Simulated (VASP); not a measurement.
Os, 3 atoms in the cell. It takes space group P6/mmm (No. 191, hexagonal). The conventional cell has a = 4.527 Å, b = 4.527 Å, c = 2.775 Å, α = 90.00°, β = 90.00°, γ = 120.00°. Around Os (site symmetry 6/mmm) lie 14 Os at 2.78 to 2.96 Å. Os (site symmetry -6m2) is surrounded by 11 Os at 2.61 to 2.96 Å. The cell was built by a generator and needn't be a form met in nature.

- Program: VASP 6.6.1
- Task: relaxation of cell and atoms
- Functional: r2SCAN
- Potentials or basis: VASP PAW PBE potentials, release 64 (Os)
- Cutoff: 600 eV
- k mesh: 6 × 6 × 6
- Occupations: gaussian, width 0.1 eV
- Spin: no spin polarisation
- Dipole correction: no
- Further INCAR settings: ALGO = Normal; EDIFF = 1e-06; IBRION = 2; EDIFFG = -0.04; NSW = 90; ISIF = 3

Potentials or basis: VASP PAW PBE potentials, release 64 (Os).

Command:

```sh
$ cat potpaw_PBE.64/Os/POTCAR > POTCAR
$ cp INCAR.step1 INCAR
$ mpirun -np 1 vasp_std > vasp.out
$ cp INCAR.step2 INCAR
$ mpirun -np 1 vasp_std > vasp.out
```

Hardware: 1 thread of Intel(R) Xeon(R) 6975P-C (Granite Rapids), with other jobs on the host.

Problem. How long does it take, and how much memory?

Solution. It took 5.6 min on 1 thread of Intel(R) Xeon(R) 6975P-C (Granite Rapids), on a shared host, peak memory 0.21 GiB. Counts: scf iterations 97, k points 28, ion steps 10.
